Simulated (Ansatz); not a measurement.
A plane-wave DFT run in Ansatz 0.2.0 (scalar-relativistic PAW potentials unless the input names others): input and command.

```yaml
crystal:
  lattice:
    - [3.2923844669, 0.0, 0.0]
    - [-1.6461922335, 2.8512885873, 0.0]
    - [0.0, 0.0, 10.419052557]
  atoms:
    - { symbol: Al, position: [0.0, 0.0, 0.0] }
    - { symbol: Al, position: [0.33333333, 0.66666667, 0.25] }
    - { symbol: Al, position: [0.0, 0.0, 0.5] }
    - { symbol: Al, position: [0.66666667, 0.33333333, 0.75] }
basis:
  ecutwfc: 420
  xc_grid: 3
kpoints:
  mp_grid: { grid: [15, 15, 4] }
hamiltonian:
  xc: pbe
scf:
  occupations: { method: gaussian, width: 0.1 }
output:
  forces: true
  eigenvalues: true
  stress: true
```

```bash
ansatz run input.yaml --threads 1 --pin off --max-ram 1331MiB --backend cpu --events-out ev --progress --plain --runs-dir out
```

Abridged log:
```
Basis set: ecut = 420 eV, 1955 PW (Γ), exchange–correlation on 72×72×216 points (27 copies of the dense FFT grid, shifted against one another)
Bands: 10, of which v1, the nominal top of the filled ones, is band 6 counted from 1 (5 counted from 0)
Symmetry: 24 space group operations
k-points: 81 of 900
SCF iter   1: F=—  HF=-2148.278545 eV  |F-HF|=—  |Δ(HF+E_count)|=         —  Δρ=7.88e-4  dr2=9.04e-4  ethr=1.77e-3  ⟨swp⟩=6.6  Hψ=14429  notcnv=0  defer=7
automatic band count: the SCF goes on with 14 bands, as 10 were too few: the levels above may hold too much charge
SCF iter   2: F=—  HF=-2148.278516 eV  |F-HF|=—  |Δ(HF+E_count)|=   2.88e-5  Δρ=5.18e-4  dr2=4.14e-4  ethr=7.53e-6  ⟨swp⟩=1.6  Hψ=1895  notcnv=0  defer=11
SCF iter   3: F=—  HF=-2148.278445 eV  |F-HF|=—  |Δ(HF+E_count)|=   7.06e-5  Δρ=3.92e-5  dr2=5.17e-6  ethr=3.45e-6  ⟨swp⟩=2.3  Hψ=1439  notcnv=0  defer=11
SCF iter   4: F=—  HF=-2148.278443 eV  |F-HF|=—  |Δ(HF+E_count)|=   2.47e-6  Δρ=1.63e-5  dr2=1.24e-6  ethr=4.31e-8  ⟨swp⟩=2.0  Hψ=1324  notcnv=0  defer=11
SCF iter   5: F=-2148.278442 eV  HF=-2148.278442 eV  |F-HF|=1.14e-8  |Δ(HF+E_count)|=   2.85e-7  Δρ=4.45e-6  dr2=3.11e-8  ethr=1.03e-8  ⟨swp⟩=1.8  Hψ=1251  notcnv=0  defer=11
SCF iter   6: F=-2148.278442 eV  HF=-2148.278442 eV  |F-HF|=4.61e-10  |Δ(HF+E_count)|=   4.08e-9  Δρ=1.08e-6  dr2=1.56e-9  ethr=2.59e-10  ⟨swp⟩=5.5  Hψ=5049  notcnv=0
SCF 1 converged in 6 iterations: F = -2148.278442 eV  dr2 = 1.56e-9
SCF converged after 6 iterations
Free energy (F): -2148.278442 eV
Harris-Foulkes:  -2148.278442 eV  (|F-HF|=4.61e-10)
Internal energy: -2148.267323 eV  (E = F + TS)
E sigma→0 (E₀):  -2148.272883 eV
Entropy (-TS):   -0.011120 eV (-2.780 meV/atom)
Fermi energy:    4.402037 eV
--- Forces (eV/Å), atoms counted from 1 ---
  atom   1  Al     0.00000000     0.00000000     0.00000000
  atom   2  Al     0.00000000     0.00000000     0.00000000
  atom   3  Al     0.00000000     0.00000000     0.00000000
  atom   4  Al     0.00000000     0.00000000     0.00000000
--- Stress (GPa, compression-positive) ---
      -11.573840       0.000000       0.000000
        0.000000     -11.573840       0.000000
        0.000000       0.000000     -11.239207
  P = ⅓ Tr σ = -11.4623 GPa (-114.623 kbar)
```

Apart from outputs and empty bands, the input differs from a reference run on usual settings in basis.xc_grid: not typed → 3. The reference, at the same geometry (not necessarily relaxed), gave pressure -11.46 GPa, largest force 0.000 eV/Å, no gap on the mesh. This run converged in 6 SCF iterations (reference: 6) with an energy at zero smearing within 0.01 meV/atom of the reference's, pressure -11.46 GPa, largest force 0.000 eV/Å, no gap on the mesh.